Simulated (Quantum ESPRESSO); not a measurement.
# BaTiO3 (Pm-3m) in Quantum ESPRESSO: further runs

Aim: see how the results for BaTiO3 move with the level of theory and the settings. Levels: PBE, LDA. Tasks: phonons.

Program: Quantum ESPRESSO 7.5. These are calculated values, not measurements. Logs are shortened: lines on timing, memory, paths and dates and some standing lists are left out, and cuts for length are marked.

## (1) Starting point

Symmetry: Pm-3m, No. 221, cubic system. Conventional cell: a = 4.006 Å, b = 4.006 Å, c = 4.006 Å, α = 90.00°, β = 90.00°, γ = 90.00°. Around Ba (site symmetry m-3m) lie 12 O at 2.83 Å. Ti (site symmetry m-3m) has 6 O at 2.00 Å as nearest neighbours. Around O (site symmetry 4/mmm) lie 2 Ti at 2.00 Å.

## (2) Phonons, PBE

pw.in

```
&CONTROL
  calculation = 'scf'
  prefix = 'pwscf'
  outdir = './tmp'
  pseudo_dir = './pseudo'
  tprnfor = .true.
  tstress = .true.
  disk_io = 'low'
/
&SYSTEM
  ibrav = 0
  nat = 5
  ntyp = 3
  ecutwfc = 52
  ecutrho = 312
  nbnd = 28
  occupations = 'smearing'
  smearing = 'fd'
  degauss = 0.00367493
/
&ELECTRONS
  conv_thr = 1d-09
  electron_maxstep = 120
  mixing_beta = 0.5
/
ATOMIC_SPECIES
Ba   137.3270 Ba.GGA_PBE-JTH.UPF
Ti    47.8670 Ti.GGA_PBE-JTH.UPF
O     15.9990 O.GGA_PBE-JTH.UPF
CELL_PARAMETERS angstrom
   4.0060000000    0.0000000000    0.0000000000
   0.0000000000    4.0060000000    0.0000000000
   0.0000000000    0.0000000000    4.0060000000
ATOMIC_POSITIONS crystal
Ba     0.5000000000    0.5000000000    0.5000000000
Ti     0.0000000000    0.0000000000    0.0000000000
O      0.0000000000    0.0000000000    0.5000000000
O      0.0000000000    0.5000000000    0.0000000000
O      0.5000000000    0.0000000000    0.0000000000
K_POINTS automatic
4 4 4 1 1 1
```

relax.in

```
&CONTROL
  calculation = 'vc-relax'
  prefix = 'pwscf'
  outdir = './tmp'
  pseudo_dir = './pseudo'
  tprnfor = .true.
  tstress = .true.
  disk_io = 'low'
  nstep = 40
  forc_conv_thr = 0.0001
  etot_conv_thr = 1d-06
/
&SYSTEM
  ibrav = 0
  nat = 5
  ntyp = 3
  ecutwfc = 52
  ecutrho = 312
  nbnd = 28
  occupations = 'smearing'
  smearing = 'fd'
  degauss = 0.00367493
/
&ELECTRONS
  conv_thr = 1d-09
  electron_maxstep = 120
  mixing_beta = 0.5
/
&IONS
  ion_dynamics = 'bfgs'
/
&CELL
  cell_dynamics = 'bfgs'
  press = 0
  press_conv_thr = 0.2
/
ATOMIC_SPECIES
Ba   137.3270 Ba.GGA_PBE-JTH.UPF
Ti    47.8670 Ti.GGA_PBE-JTH.UPF
O     15.9990 O.GGA_PBE-JTH.UPF
CELL_PARAMETERS angstrom
   4.0060000000    0.0000000000    0.0000000000
   0.0000000000    4.0060000000    0.0000000000
   0.0000000000    0.0000000000    4.0060000000
ATOMIC_POSITIONS crystal
Ba     0.5000000000    0.5000000000    0.5000000000
Ti     0.0000000000    0.0000000000    0.0000000000
O      0.0000000000    0.0000000000    0.5000000000
O      0.0000000000    0.5000000000    0.0000000000
O      0.5000000000    0.0000000000    0.0000000000
K_POINTS automatic
4 4 4 1 1 1
```

scf2.in

```
&CONTROL
  calculation = 'scf'
  prefix = 'pwscf'
  outdir = './tmp'
  pseudo_dir = './pseudo'
  tprnfor = .true.
  tstress = .true.
  disk_io = 'low'
/
&SYSTEM
  ibrav = 0
  nat = 5
  ntyp = 3
  ecutwfc = 52
  ecutrho = 312
  nbnd = 28
  occupations = 'fixed'
/
&ELECTRONS
  conv_thr = 1d-13
  electron_maxstep = 120
  mixing_beta = 0.5
  startingpot = 'file'
  startingwfc = 'file'
/
ATOMIC_SPECIES
Ba   137.3270 Ba.GGA_PBE-JTH.UPF
Ti    47.8670 Ti.GGA_PBE-JTH.UPF
O     15.9990 O.GGA_PBE-JTH.UPF
CELL_PARAMETERS angstrom
   4.0265436940    0.0000000000    0.0000000000
   0.0000000000    4.0265436940    0.0000000000
   0.0000000000    0.0000000000    4.0265436940
ATOMIC_POSITIONS crystal
Ba     0.5000000000    0.5000000000    0.5000000000
Ti     0.0000000000    0.0000000000    0.0000000000
O      0.0000000000    0.0000000000    0.5000000000
O      0.0000000000    0.5000000000    0.0000000000
O      0.5000000000    0.0000000000    0.0000000000
K_POINTS automatic
4 4 4 1 1 1
```

ph.in

```
phonons of BaTiO3
&INPUTPH
  prefix = 'pwscf'
  outdir = './tmp'
  tr2_ph = 1d-18
  fildyn = 'dyn'
  niter_ph = 90
  alpha_mix(1) = 0.7
  epsil = .true.
/
0.0000000000 0.0000000000 0.0000000000
```

dynmat.in

```
&INPUT
  fildyn = 'dyn'
  asr = 'crystal'
  lperm = .true.
  filout = 'dynmat.disp'
  fileig = 'dynmat.eig'
/
```

dynmat_lo.in

```
&INPUT
  fildyn = 'dyn'
  asr = 'crystal'
  filout = 'dynmat_lo.disp'
  fileig = 'dynmat_lo.eig'
  q(1) = 0
  q(2) = 0
  q(3) = 1
/
```

Potentials or basis: JTH 2.0 PBE.

The run is started by

```console
$ OMP_NUM_THREADS=1 pw.x -in pw.in > pw.out
$ OMP_NUM_THREADS=1 pw.x -in relax.in > relax.out
$ OMP_NUM_THREADS=1 pw.x -in scf2.in > scf2.out
$ OMP_NUM_THREADS=1 ph.x -in ph.in > ph.out
$ OMP_NUM_THREADS=1 dynmat.x -in dynmat.in > dynmat.out
$ OMP_NUM_THREADS=1 dynmat.x -in dynmat_lo.in > dynmat_lo.out
```

pw.out:

```text
This program is part of the open-source Quantum ESPRESSO suite
     for quantum simulation of materials; please cite
         "P. Giannozzi et al., J. Phys.:Condens. Matter 21 395502 (2009);
         "P. Giannozzi et al., J. Phys.:Condens. Matter 29 465901 (2017);
         "P. Giannozzi et al., J. Chem. Phys. 152 154105 (2020);
     in publications or presentations arising from this work. More details at

     file Ba.GGA_PBE-JTH.UPF: wavefunction(s)  5S 6S 5P 0P 5D 0D renormalized
     file Ti.GGA_PBE-JTH.UPF: wavefunction(s)  4S 3P 0P 3D 0D renormalized
     file O.GGA_PBE-JTH.UPF: wavefunction(s)  0S 2P 0P renormalized
     Message from routine setup:
     using ibrav=0 with symmetry is DISCOURAGED, use correct ibrav instead

     G-vector sticks info
     --------------------
     sticks:   dense  smooth     PW     G-vecs:    dense   smooth      PW
     Sum        1433     949    277                40339    21975    3407

     Using Slab Decomposition

     bravais-lattice index     =            0
     lattice parameter (alat)  =       7.5702  a.u.
     unit-cell volume          =     433.8398 (a.u.)^3
     number of atoms/cell      =            5
     number of atomic types    =            3
     number of electrons       =        40.00
     number of Kohn-Sham states=           28
     kinetic-energy cutoff     =      52.0000  Ry
     charge density cutoff     =     312.0000  Ry
     scf convergence threshold =      1.0E-09
     mixing beta               =       0.5000
     number of iterations used =            8  plain     mixing
     Exchange-correlation= SLA PW PBX PBC
                           (   1   4   3   4   0   0   0)

     celldm(1)=   7.570243  celldm(2)=   0.000000  celldm(3)=   0.000000
     celldm(4)=   0.000000  celldm(5)=   0.000000  celldm(6)=   0.000000

     crystal axes: (cart. coord. in units of alat)
               a(1) = (   1.000000   0.000000   0.000000 )
               a(2) = (   0.000000   1.000000   0.000000 )
               a(3) = (   0.000000   0.000000   1.000000 )

     reciprocal axes: (cart. coord. in units 2 pi/alat)
               b(1) = (  1.000000  0.000000  0.000000 )
               b(2) = (  0.000000  1.000000  0.000000 )
               b(3) = (  0.000000  0.000000  1.000000 )

     PseudoPot. # 1 for Ba read from file:
     Ba.GGA_PBE-JTH.UPF
     Pseudo is Projector augmented-wave + core cor, Zval = 10.0
     Generated using ATOMPAW code
     Shape of augmentation charge: SINC**2
     Using radial grid of 1099 points,  6 beta functions with:
                l(1) =   0
                l(2) =   0
                l(3) =   1
                l(4) =   1
                l(5) =   2
                l(6) =   2
     Q(r) pseudized with 0 coefficients

     PseudoPot. # 2 for Ti read from file:
     Ti.GGA_PBE-JTH.UPF
     Pseudo is Projector augmented-wave + core cor, Zval = 12.0
     Generated using ATOMPAW code
     Shape of augmentation charge: BESSEL
     Using radial grid of 1024 points,  6 beta functions with:
                l(1) =   0
                l(2) =   0
                l(3) =   1
                l(4) =   1
                l(5) =   2
                l(6) =   2
     Q(r) pseudized with 0 coefficients

     PseudoPot. # 3 for O  read from file:
     O.GGA_PBE-JTH.UPF
     Pseudo is Projector augmented-wave + core cor, Zval =  6.0
     Generated using ATOMPAW code
     Shape of augmentation charge: SINC**2
     Using radial grid of  943 points,  4 beta functions with:
                l(1) =   0
                l(2) =   0
                l(3) =   1
                l(4) =   1
     Q(r) pseudized with 0 coefficients

     atomic species   valence    mass     pseudopotential
     Ba               10.00   137.32700     Ba( 1.00)
     Ti               12.00    47.86700     Ti( 1.00)
     O                 6.00    15.99900     O ( 1.00)

     48 Sym. Ops., with inversion, found

   Cartesian axes

     site n.     atom                  positions (alat units)
         1        Ba     tau(   1) = (   0.5000000   0.5000000   0.5000000  )
         2        Ti     tau(   2) = (   0.0000000   0.0000000   0.0000000  )
         3        O      tau(   3) = (   0.0000000   0.0000000   0.5000000  )
         4        O      tau(   4) = (   0.0000000   0.5000000   0.0000000  )
         5        O      tau(   5) = (   0.5000000   0.0000000   0.0000000  )

     number of k points=     4  Fermi-Dirac smearing, width (Ry)=  0.0037
                       cart. coord. in units 2pi/alat
        k(    1) = (   0.1250000   0.1250000   0.1250000), wk =   0.2500000
        k(    2) = (   0.1250000   0.1250000   0.3750000), wk =   0.7500000
        k(    3) = (   0.1250000   0.3750000   0.3750000), wk =   0.7500000
        k(    4) = (   0.3750000   0.3750000   0.3750000), wk =   0.2500000

     Dense  grid:    40339 G-vectors     FFT dimensions: (  45,  45,  45)

     Smooth grid:    21975 G-vectors     FFT dimensions: (  36,  36,  36)

     Check: negative core charge=   -0.000020

     Initial potential from superposition of free atoms

     starting charge      39.9791, renormalised to      40.0000

     negative rho (up, down):  4.910E-02 0.000E+00
     Starting wfcs are   60 randomized atomic wfcs

     Self-consistent Calculation

     iteration #  1     ecut=    52.00 Ry     beta= 0.50
     Davidson diagonalization with overlap
     ethr =  1.00E-02,  avg # of iterations =  2.0

     negative rho (up, down):  5.576E-02 0.000E+00

     total energy              =    -744.42851312 Ry
     estimated scf accuracy    <       2.84109597 Ry

     iteration #  2     ecut=    52.00 Ry     beta= 0.50
     Davidson diagonalization with overlap
     ethr =  7.10E-03,  avg # of iterations =  5.0

     negative rho (up, down):  5.705E-02 0.000E+00

     total energy              =    -743.08271194 Ry
     estimated scf accuracy    <      12.15075257 Ry

     iteration #  3     ecut=    52.00 Ry     beta= 0.50
     Davidson diagonalization with overlap
     ethr =  7.10E-03,  avg # of iterations =  3.0

     negative rho (up, down):  5.924E-02 0.000E+00

     total energy              =    -745.68504687 Ry
     estimated scf accuracy    <       0.72805529 Ry

     iteration #  4     ecut=    52.00 Ry     beta= 0.50
     Davidson diagonalization with overlap
     ethr =  1.82E-03,  avg # of iterations =  1.5

     negative rho (up, down):  6.376E-02 0.000E+00

     total energy              =    -745.47269061 Ry
     estimated scf accuracy    <       0.44358375 Ry

     iteration #  5     ecut=    52.00 Ry     beta= 0.50
     Davidson diagonalization with overlap
     ethr =  1.11E-03,  avg # of iterations =  2.5

     negative rho (up, down):  6.325E-02 0.000E+00

     total energy              =    -745.57114530 Ry
     estimated scf accuracy    <       0.04439149 Ry

     iteration #  6     ecut=    52.00 Ry     beta= 0.50
     Davidson diagonalization with overlap
     ethr =  1.11E-04,  avg # of iterations =  2.0

     negative rho (up, down):  6.325E-02 0.000E+00

     total energy              =    -745.57976950 Ry
     estimated scf accuracy    <       0.00084981 Ry

     iteration #  7     ecut=    52.00 Ry     beta= 0.50
     Davidson diagonalization with overlap
     ethr =  2.12E-06,  avg # of iterations =  9.2

     negative rho (up, down):  6.330E-02 0.000E+00

     total energy              =    -745.57960956 Ry
     estimated scf accuracy    <       0.00129140 Ry

     iteration #  8     ecut=    52.00 Ry     beta= 0.50
     Davidson diagonalization with overlap
     ethr =  2.12E-06,  avg # of iterations =  2.0

     negative rho (up, down):  6.324E-02 0.000E+00

     total energy              =    -745.57975799 Ry
     estimated scf accuracy    <       0.00001651 Ry

     iteration #  9     ecut=    52.00 Ry     beta= 0.50
     Davidson diagonalization with overlap
     ethr =  4.13E-08,  avg # of iterations =  2.0

     negative rho (up, down):  6.326E-02 0.000E+00

     total energy              =    -745.57975782 Ry
     estimated scf accuracy    <       0.00000657 Ry

     iteration # 10     ecut=    52.00 Ry     beta= 0.50
     Davidson diagonalization with overlap
     ethr =  1.64E-08,  avg # of iterations =  2.0

     negative rho (up, down):  6.326E-02 0.000E+00

     total energy              =    -745.57975910 Ry
     estimated scf accuracy    <       0.00000023 Ry

     iteration # 11     ecut=    52.00 Ry     beta= 0.50
     Davidson diagonalization with overlap
     ethr =  5.87E-10,  avg # of iterations =  4.0

     negative rho (up, down):  6.326E-02 0.000E+00

     total energy              =    -745.57975914 Ry
     estimated scf accuracy    <       0.00000013 Ry

     iteration # 12     ecut=    52.00 Ry     beta= 0.50
     Davidson diagonalization with overlap
     ethr =  3.20E-10,  avg # of iterations =  1.0

     negative rho (up, down):  6.326E-02 0.000E+00

     total energy              =    -745.57975914 Ry
     estimated scf accuracy    <       0.00000002 Ry

     iteration # 13     ecut=    52.00 Ry     beta= 0.50
     Davidson diagonalization with overlap
     ethr =  5.03E-11,  avg # of iterations =  2.0

     negative rho (up, down):  6.326E-02 0.000E+00

     total energy              =    -745.57975914 Ry
     estimated scf accuracy    <          1.1E-09 Ry

     iteration # 14     ecut=    52.00 Ry     beta= 0.50
     Davidson diagonalization with overlap
     ethr =  2.75E-12,  avg # of iterations =  2.2

     negative rho (up, down):  6.326E-02 0.000E+00

     End of self-consistent calculation

          k = 0.1250 0.1250 0.1250 (  2743 PWs)   bands (ev):

   -46.1138 -22.3433 -22.3427 -22.3427 -14.2857  -6.3958  -5.7227  -5.7227
     0.4934   0.4934   0.7371   7.6000   7.9812   7.9812   8.7405   8.7405
     9.3812   9.5242   9.9891   9.9891  12.7327  12.7995  12.7995  15.0489
    15.0489  16.3599  16.3599  18.4724

          k = 0.1250 0.1250 0.3750 (  2751 PWs)   bands (ev):

   -46.1130 -22.3798 -22.3415 -22.3413 -14.2103  -6.4586  -5.6839  -5.5571
     0.5120   0.6154   0.8460   6.6536   7.5415   7.7720   7.9172   8.2234
     9.0382   9.3686   9.5801   9.5862  12.8737  13.7865  13.7972  15.0365
    16.5124  17.5694  18.0166  19.1361

          k = 0.1250 0.3750 0.3750 (  2735 PWs)   bands (ev):

   -46.1123 -22.3779 -22.3776 -22.3400 -14.1538  -6.1441  -5.6622  -5.6043
     0.3781   0.4238   0.7628   6.4346   6.8659   6.9374   7.8434   7.9821
     8.5482   9.4108   9.6593  10.2187  13.8342  13.8822  14.1926  15.6590
    17.6129  18.2521  18.7290  19.3500

          k = 0.3750 0.3750 0.3750 (  2749 PWs)   bands (ev):

   -46.1115 -22.3762 -22.3759 -22.3759 -14.1048  -5.7719  -5.5545  -5.5545
    -0.0200  -0.0200   0.2655   6.3546   6.8684   6.8684   7.6135   8.0381
     8.0381  10.0978  10.0978  10.2917  14.3631  14.3631  14.3643  17.4608
    17.4608  17.9452  18.0827  18.0827

     the Fermi energy is    11.5421 ev

!    total energy              =    -745.57975914 Ry
     total all-electron energy =      -745.579759 Ry
     estimated scf accuracy    <          1.5E-10 Ry
     smearing contrib. (-TS)   =      -0.00000000 Ry
     internal energy E=F+TS    =    -745.57975914 Ry

     The total energy is F=E-TS. E is the sum of the following terms:
     one-electron contribution =     -68.34366990 Ry
     hartree contribution      =      58.69345133 Ry
     xc contribution           =     -50.93099657 Ry
     ewald contribution        =    -207.14903517 Ry
     one-center paw contrib.   =    -477.84950883 Ry

     convergence has been achieved in  14 iterations

     negative rho (up, down):  6.326E-02 0.000E+00

     Forces acting on atoms (cartesian axes, Ry/au):

     atom    1 type  1   force =     0.00000000    0.00000000    0.00000000
     atom    2 type  2   force =     0.00000000    0.00000000    0.00000000
     atom    3 type  3   force =     0.00000000    0.00000000    0.00000000
     atom    4 type  3   force =     0.00000000    0.00000000    0.00000000
     atom    5 type  3   force =     0.00000000    0.00000000    0.00000000

     Total force =     0.000000     Total SCF correction =     0.000000

     Computing stress (Cartesian axis) and pressure

     negative rho (up, down):  6.326E-02 0.000E+00
          total   stress  (Ry/bohr**3)                   (kbar)     P=       25.75
   0.00017504   0.00000000   0.00000000           25.75        0.00        0.00
   0.00000000   0.00017504   0.00000000            0.00       25.75        0.00
   0.00000000   0.00000000   0.00017504            0.00        0.00       25.75

=------------------------------------------------------------------------------=
   JOB DONE.
=------------------------------------------------------------------------------=
```

Run time: 38 min. Hardware: 1 thread of Intel Xeon at 2.50GHz (Skylake/Cascade Lake), shared host; peak memory 0.21 GiB.

What came out:

```
Free energy                                             : -10144.1404 eV
Relaxed volume                                          : 13.06 Å³/atom
Relaxed cell                                            : a = 4.027 Å, b = 4.027 Å, c = 4.027 Å, α = 90.00°, β = 90.00°, γ = 90.00°
Space group after relaxing (to 0.05 Å)                  : Pm-3m (No. 221)
Pressure after relaxing                                 : 0.0 GPa
Electronic dielectric tensor (diagonal)                 : 6.46
Born charges (mean of the diagonal)                     : Ba +2.73; Ti +7.18; O -3.24 e
Highest phonon frequency at Γ, LO-TO splitting left out : 455 cm⁻¹
Most unstable mode                                      : 224i cm⁻¹
```

The path:
| step | energy change (eV) | largest force (eV/Å) | pressure (GPa) | volume (Å³) |
| --- | --- | --- | --- | --- |
| 1 | 0.0000 | 0.0000 | 2.58 | 64.29 |
| 2 | -0.0077 | 0.0000 | 0.37 | 65.14 |
| 3 | -0.0079 | 0.0000 | 0.01 | 65.28 |
| 4 | -0.0079 | 0.0000 | 0.00 | 65.28 |

Final structure:
```
Ba Ti O
1.0
     4.02654    0.00000    0.00000
     0.00000    4.02654    0.00000
     0.00000    0.00000    4.02654
Ba Ti O
1 1 3
Direct
  0.50000 0.50000 0.50000
  0.00000 0.00000 0.00000
  0.00000 0.00000 0.50000
  0.00000 0.50000 0.00000
  0.50000 0.00000 0.00000
```

Levels at points of the mesh, in eV from the valence-band top:
```csv
k point,band 16,band 17,band 18,band 19,band 20,band 21,band 22,band 23,band 24,band 25
"(0.12, 0.12, 0.12)",-1.52,-0.91,-0.75,-0.31,-0.31,2.39,2.46,2.46,4.64,4.64
```

Phonon frequencies in cm⁻¹ (negative: imaginary):
| q point | frequencies |
| --- | --- |
| (0.000, 0.000, 0.000) | -224 -224 -224 15 15 15 170 170 170 294 294 294 455 455 455 |

Electronic dielectric tensor:
```
6.46 0.00 0.00
0.00 6.46 0.00
0.00 0.00 6.46
```

Born effective charge tensors (e):
atom 1, Ba
```
2.73 0.00 0.00
0.00 2.73 0.00
0.00 0.00 2.73
```
atom 2, Ti
```
7.18 0.00 0.00
0.00 7.18 0.00
0.00 0.00 7.18
```
atom 3, O
```
-2.07  0.00  0.00
 0.00 -2.07  0.00
 0.00  0.00 -5.59
```
atom 4, O
```
-2.07  0.00  0.00
 0.00 -5.59  0.00
 0.00  0.00 -2.07
```
atom 5, O
```
-5.59  0.00  0.00
 0.00 -2.07  0.00
 0.00  0.00 -2.07
```

Optical modes at Γ, degenerate ones joined, polar ones without the macroscopic field:
```
cm⁻¹  components  symmetry  active in  IR intensity, summed ((D/Å)²/amu)
223i           3       T1u         IR                             243.66
 169           3       T1u         IR                               7.81
 294           3       T2u     silent                               0.00
 455           3       T1u         IR                               1.44
```

Zone-centre frequencies without and with the macroscopic field along z (cm⁻¹):
|  | optical modes in rising order |
| --- | --- |
| without | 223i 223i 223i 169 169 169 294 294 294 455 455 455 |
| with the field | 223i 223i 160 169 169 294 294 294 451 455 455 619 |

Caveat: the mesh is thin for the dielectric tensor, Born charges and intensities, which usually come out too large; some modes are imaginary; this set's barium file shifts pressures by 1.5 GPa and gaps by 0.1 eV against other sets; the Born charges break their sum rule by 0.18 e, a sign of too thin a mesh.

[end of part 1 of 2]
